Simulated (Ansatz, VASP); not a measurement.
One calculation of MgI2, two programs

```
Mg I
1.0
     4.22951    0.00000    0.00000
    -2.11476    3.66287    0.00000
     0.00000    0.00000    7.85315
Mg I
1 2
Cartesian
  0.0000 0.0000 0.0000
  0.0000 2.4419 6.2017
  2.1148 1.2210 1.6515
```

Alike in both runs: task single point; functional PBE; k mesh 6 × 6 × 4; occupations gaussian, width 0.05 eV; no spin polarisation.

|  | VASP | Ansatz |
| --- | --- | --- |
| version | VASP 6.6.1 | Ansatz 0.2.0 |
| potentials or method | VASP PAW PBE potentials, release 64 (Mg, I) | scalar-relativistic, plane waves, PAW |
| plane-wave cutoff (eV) | 520 | 520 |
| valence electrons in the cell | 16 | 44 |

Ansatz gave:

| Quantity | Value |
| --- | --- |
| gap on the k mesh at the Fermi level (eV) | 3.67 |
| least direct gap on the mesh (eV) | 3.75 |
| pressure (GPa) | 0.0 |
| largest component of the traceless stress (GPa) | 0.26 |
| rms of the force components (eV/Å) | 0.031 |

Question: Estimate VASP's values.

Answer: gap on the k mesh at the Fermi level (eV): 3.65; least direct gap on the mesh (eV): 3.73; pressure (GPa): 0.0; largest component of the traceless stress (GPa): 0.27; rms of the force components (eV/Å): 0.026.

Atom by atom the forces differ by 0.005 eV/Å (rms over components). The two sets of potentials don't hold the same shells in valence.

Caveats: spin-orbit coupling is left out, which moves the levels of the heavy elements; this functional lacks dispersion, which binds the layers, so the pressure and a relaxed spacing across them are unreliable. A k mesh can miss the band edges.
